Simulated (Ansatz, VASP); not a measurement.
## One calculation of Si, two programs

```
CELL_PARAMETERS angstrom
3.82469 0.00000 0.00000
-1.91234 3.31228 0.00000
0.00000 0.00000 6.32466
ATOMIC_POSITIONS crystal
Si 0.33333 0.66667 0.00001
Si 0.66667 0.33333 0.50001
Si 0.33333 0.66667 0.37399
Si 0.66667 0.33333 0.87399
```

Alike in both runs: task single point; functional PBEsol; k mesh 9 × 9 × 6; no spin polarisation.

|  | VASP | Ansatz |
| --- | --- | --- |
| version | VASP 6.6.1 | Ansatz 0.2.0 |
| potentials or method | VASP PAW PBE potentials, release 64 (Si) | scalar-relativistic, plane waves, PAW |
| plane-wave cutoff (eV) | 520 | 600 |
| occupations | gaussian, width 0.01 eV | fixed |
| valence electrons in the cell | 16 | 16 |

VASP gave:

```
gap on the k mesh at the Fermi level (eV) : 0.33
least direct gap on the mesh (eV)         : 0.97
pressure (GPa)                            : 0.1
```

Which values does Ansatz return?

gap on the k mesh at the Fermi level (eV): 0.34; least direct gap on the mesh (eV): 0.97; pressure (GPa): 0.0.

Ansatz warned: «pseudo_functional_mismatch».

Caveats: the PAW data sets were made with another functional, which shifts forces and pressure a little (VASP); an odd mesh through Γ misses points on the zone boundary, where band edges often lie.
